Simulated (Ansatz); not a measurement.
# W (hcp type): the cost of one run

Computed with Ansatz 0.2.0 (DFT PBE, with the methods named in each step, unless a step's input says otherwise).

This is W in the hcp structure; at room conditions it is bcc.

1 further run of the same task is left out (for a known fault of the program).

## (1) Starting point

It takes space group P6_3/mmc (No. 194, hexagonal). Conventional cell: a = 2.778 Å, b = 2.778 Å, c = 4.944 Å, α = 90.00°, β = 90.00°, γ = 120.00°. Around W (site symmetry -6m2) lie 12 W at 2.78 to 2.95 Å.

As a file:

```xyz
2
Lattice="2.7781 0.0000 0.0000 -1.3890 2.4059 0.0000 0.0000 0.0000 4.9437" Properties=species:S:1:pos:R:3 pbc="T T T"
W     0.0000    1.6039    1.2359
W     1.3890    0.8020    3.7078
```

Whether this phase is the stable one at these pressures isn't tested.

Atoms are numbered in the order of the input: W1, W2.

## (2) The reference volume, LAPW

Input file input.yaml:

```yaml
crystal:
  lattice:
    - [2.7780508459, 0.0, 0.0]
    - [-1.3890254229, 2.4058626055, 0.0]
    - [0.0, 0.0, 4.9437412695]
  atoms:
    - { symbol: W, position: [0.3333333333, 0.6666666667, 0.25] }
    - { symbol: W, position: [0.6666666667, 0.3333333333, 0.75] }
kpoints:
  mp_grid: { grid: [17, 17, 9] }
  band_path:
    path:
      - [0.0, 0.0, 0.0]
      - [0.5, 0.0, 0.0]
      - [0.3333333333, 0.3333333333, 0.0]
      - [0.0, 0.0, 0.0]
      - [0.0, 0.0, 0.5]
      - [0.5, 0.0, 0.5]
      - [0.3333333333, 0.3333333333, 0.5]
      - [0.0, 0.0, 0.5]
      - [0.5, 0.0, 0.5]
    npoints: 14
scf:
  occupations: { method: fermi_dirac, width: 0.1 }
hamiltonian:
  xc: pbe
  pseudopotentials: { kind: all_electron, lapw: { basis_error: 0.001 } }
output:
  forces: true
  stress: true
  eigenvalues: true
  populations: true
  dos: { projected: true, de: 0.2, e_range: [-14, 8] }
```

The run is started by

```
ansatz run input.yaml --threads 1 --pin off --max-ram 2048MiB --backend cpu --events-out ev --progress --plain --runs-dir out
```

**Question.** How long does this run take on 1 thread of Intel Xeon Platinum 8488C (Sapphire Rapids), shared host, and how much memory does it need?

About 69 s, with a peak of 0.72 GiB.
